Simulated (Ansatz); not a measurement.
Set up this calculation in Ansatz 0.2.0, as the native input.

```
Task                : relaxation of the atoms
Functional          : PBE
Potentials or basis : Ansatz PAW
Cutoff              : 420 eV (not typed: the program's choice for these potentials)
k mesh              : 7 × 7 × 7
Occupations         : fermi-dirac, width 0.05 eV
Spin                : collinear spin, ferromagnetic start
Starting moments    : [3.0, 0.0, 0.0] μB
```

Crystal: CrO2.

```
Cr O
1.0
     0.00000    2.38307    2.38307
     2.38307    0.00000    2.38307
     2.38307    2.38307    0.00000
Cr O
1 2
Direct
  0.00000 0.00000 0.00000
  0.25000 0.25000 0.25000
  0.75000 0.75000 0.75000
```

Measurements of this composition are mostly on another form, of space group No. 136.

The input as run:

input.yaml

```yaml
crystal:
  lattice:
    - [0.0, 2.383065, 2.383065]
    - [2.383065, 0.0, 2.383065]
    - [2.383065, 2.383065, 0.0]
  atoms:
    - { symbol: Cr, position: [0.0, 0.0, 0.0], spin: 3.0 }
    - { symbol: O, position: [0.25, 0.25, 0.25] }
    - { symbol: O, position: [0.75, 0.75, 0.75] }
hamiltonian:
  xc: pbe
  pseudopotentials: { kind: paw }
magnetization:
  spin_polarized: true
kpoints:
  mp_grid: { grid: [7, 7, 7] }
scf:
  occupations: { method: fermi_dirac, width: 0.05 }
output:
  forces: true
  stress: true
  eigenvalues: true
  write_density: true
  write_potential: true
  elf: true
  volumetric_format: npy
relax:
  f_tol: 0.01
  max_steps: 40
```

Potentials or basis: Ansatz PAW.

Run with:

```console
$ ansatz run input.yaml --threads 2 --pin off --max-ram 5632MiB --backend cpu --events-out ev --progress --plain --runs-dir out
```

It gave:

```
Pressure after relaxing : -8.6 GPa
Band gap on the k mesh  : 0.64 eV, direct
Net moment              : 2.00 μB per cell
Absolute moment         : 2.52 μB per cell
Site moments            : Cr +1.91; O -0.12 μB
```

Caveat: the relaxation stopped at its first step, so nothing moved; odd divisions of the mesh miss points on the zone boundary, where band edges often lie, so the gap on the mesh can be too wide; the pressure holds a Pulay correction of +0.9 GPa for the finite cutoff; a cell with one magnetic atom can't hold antiferromagnetic order, which such compounds often take; the thresholds are loose for stress.

Run time: 1.5 s on 2 threads of Arm Neoverse V1, on a shared host, peak memory 0.29 GiB.
